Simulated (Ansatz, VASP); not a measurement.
## One calculation of Si, two programs

The input POSCAR:

```
Si
1.0
    0.0000000000      2.7154700000      2.7154700000
    2.7154700000      0.0000000000      2.7154700000
    2.7154700000      2.7154700000      0.0000000000
Si
2
Direct
    0.5000000000      0.5000000000      0.5000000000
    0.7500000000      0.7500000000      0.7500000000
```

The input INCAR.step1:

```
PREC = Accurate
ENCUT = 520
ISMEAR = 0
SIGMA = 0.05
LREAL = False
LASPH = True
NELM = 60
NBANDS = 11
GGA = PE
ALGO = Normal
EDIFF = 1E-4
LWAVE = True
LCHARG = False
```

INCAR.step2

```
PREC = Accurate
ENCUT = 520
EDIFF = 1E-6
ISMEAR = 0
SIGMA = 0.05
LREAL = False
LASPH = True
NELM = 60
ALGO = Normal
ISIF = 2
LWAVE = False
LCHARG = True
METAGGA = R2SCAN
LMIXTAU = True
LELF = True
LVHAR = True
NBANDS = 11
ISTART = 1
```

KPOINTS

```
Automatic mesh
0
Gamma
  10 10 10
```

Input for Ansatz:

```yaml
crystal:
  lattice:
    - [0.0, 2.71547, 2.71547]
    - [2.71547, 0.0, 2.71547]
    - [2.71547, 2.71547, 0.0]
  atoms:
    - { symbol: Si, position: [0.5, 0.5, 0.5] }
    - { symbol: Si, position: [0.75, 0.75, 0.75] }
basis:
  ecutwfc: 500
kpoints:
  mp_grid: { grid: [10, 10, 10] }
hamiltonian:
  xc: r2scan
scf:
  occupations: { method: gaussian, width: 0.05 }
output:
  forces: true
  stress: true
  eigenvalues: true
  write_density: true
  write_potential: true
  elf: true
  volumetric_format: npy
```

Alike in both runs: task single point; functional r2SCAN; k mesh 10 × 10 × 10; occupations gaussian, width 0.05 eV; no spin polarisation.

|  | VASP | Ansatz |
| --- | --- | --- |
| version | VASP 6.6.1 | Ansatz 0.2.0 |
| potentials or method | VASP PAW PBE potentials, release 64 (Si) | scalar-relativistic, plane waves, PAW |
| plane-wave cutoff (eV) | 520 | 500 |
| valence electrons in the cell | 8 | 8 |

Ansatz gave:

```
gap on the k mesh at the Fermi level (eV) : 0.77
least direct gap on the mesh (eV)         : 2.74
pressure (GPa)                            : 0.7
```

Q: Which values does VASP return?

A: gap on the k mesh at the Fermi level (eV): 0.78; least direct gap on the mesh (eV): 2.76; pressure (GPa): 0.5.

With one functional, cell and mesh, what is left measures potentials, basis and numerics.

Caveats: the PAW data sets were made with another functional, which shifts forces and pressure a little (VASP). A k mesh can miss the band edges. r2SCAN opens gaps a little over a GGA but as a rule still falls short of measured ones.
